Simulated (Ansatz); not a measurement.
## A series in volume per atom on Sc

All results are calculated (Ansatz 0.2.0 development build). Equation of state of a cubic crystal from periodic Kohn-Sham density functional theory without spin; pressure corrected for the finite basis.

Cell of the first row (space group Fm-3m, No. 225):
```
cell vectors (Å)
   0.0000     2.2477     2.2477
   2.2477     0.0000     2.2477
   2.2477     2.2477     0.0000
atoms (fractions of the cell vectors)
Sc  0.00000  0.00000  0.00000
```

Settings of every row: formula Sc; structure type fcc; functional r2SCAN; spin treatment none; k mesh 13x13x13; occupation method fermi-dirac; occupation width 0.1 eV; wave cutoff 500 eV; datasets soft-1 PAW; density cutoff ratio 4.

Limits: a cubic model structure, not a phase known at ambient conditions.

```
row  volume per atom (Å³)  pressure (GPa)  energy above lowest point (meV/atom)
  1                22.711           6.297                                 45.47
  2                23.451           4.176                                 21.37
  3                24.192           2.278                                  6.53
  4                24.933               ?                                     ?
  5                25.673          -0.948                                  0.94
```

Question: what pressure should row 4 give?

Worked fit of pressure. Take u = (V_r/V)^(2/3) − 1 with V_r = 23.822 Å³ an atom, which is twice the finite (Eulerian) strain; such expansions in the strain, on which the Birch-Murnaghan equation of state is built, carry the rest volume and the bulk modulus. The shown rows have u = 0.03235, 0.01052, -0.01022, -0.04866. Least squares give pressure = 3.1994 + 91.545 × u + 129.79 × u² GPa; a straight line predicts inner rows, each left out in turn, worse (root mean square 0.13 against 0.0016 GPa). The rows lie off it by 0.000, -0.001, 0.001, 0.000. The pressure vanishes at u = -0.0369, or V = 25.2 Å³ an atom, and there the bulk modulus at fixed shape and fractions is B = −V dP/dV = (2/3)(1 + u) dP/du = 52.6 GPa. The withheld row has u = -0.02993, so the fit gives 3.1994 + 91.545 × (-0.02993) + 129.79 × (-0.02993)² = 0.576 GPa.

The calculation gave 0.577 GPa. The fit lies 0.001 GPa (0.014 % of the column's range) below it, one unit of the last digit.

The other values of row 4: energy above lowest point 0 meV/atom.
